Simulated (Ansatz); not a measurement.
## MoSe2: single point with PBEsol

Crystal: MoSe2.

```
Mo Se
1.0
     3.28800    0.00000    0.00000
    -1.64400    2.84749    0.00000
     0.00000    0.00000   12.90000
Mo Se
2 4
Direct
  0.66667 0.33333 0.75000
  0.33333 0.66667 0.25000
  0.66667 0.33333 0.37500
  0.33333 0.66667 0.87500
  0.66667 0.33333 0.12500
  0.33333 0.66667 0.62500
```

- Program: Ansatz 0.2.0
- Task: single point
- Functional: PBEsol
- Potentials or basis: Ansatz PAW
- Cutoff: 420 eV (not typed: the program's choice for these potentials)
- k mesh: 9 × 9 × 2
- Occupations: fermi-dirac, width 0.05 eV
- Spin: no spin polarisation

```yaml
Pressure: 3.2 GPa
Largest_force: 0.795 eV/Å
Band_gap_on_the_k_mesh: 0.88 eV, indirect (least direct gap 1.38 eV)
```

Forces on the atoms (eV/Å):
```
Mo   0.000  0.000  0.000
Mo   0.000  0.000  0.000
Se   0.000  0.000  0.795
Se   0.000  0.000  0.795
Se   0.000  0.000 -0.795
Se   0.000  0.000 -0.795
```

Stress tensor (GPa, compression positive):
```
1.30 0.00 0.00
0.00 1.30 0.00
0.00 0.00 6.97
```

Levels at points of the mesh, in eV from the valence-band top:
| k point | band 42 | band 43 | band 44 | band 45 | band 46 | band 47 | band 48 | band 49 | band 50 | band 51 |
| --- | --- | --- | --- | --- | --- | --- | --- | --- | --- | --- |
| (0.00, 0.00, 0.00) | -1.83 | -1.83 | -1.11 | -0.87 | 0.00 | 2.41 | 2.41 | 2.46 | 2.46 | 2.70 |
| (0.00, 0.00, -0.50) | -1.85 | -1.85 | -1.85 | -0.20 | -0.20 | 2.42 | 2.42 | 2.42 | 2.42 | 2.79 |

Run time: 6.2 s on 2 threads of Arm Neoverse V1, on a shared host, peak memory 0.47 GiB.

Caveat: odd divisions of the mesh miss points on the zone boundary, where band edges often lie, so the gap on the mesh can be too wide; the cell's inner coordinates are idealised or old, which leaves forces on the atoms; this functional lacks dispersion, which binds the layers, so the pressure and a relaxed spacing across them are unreliable; the PAW data sets come from PBE, with cores solved anew for the run's functional, which leaves a small shift of forces and pressure. As with any semilocal functional, this PBEsol gap is likely too small.
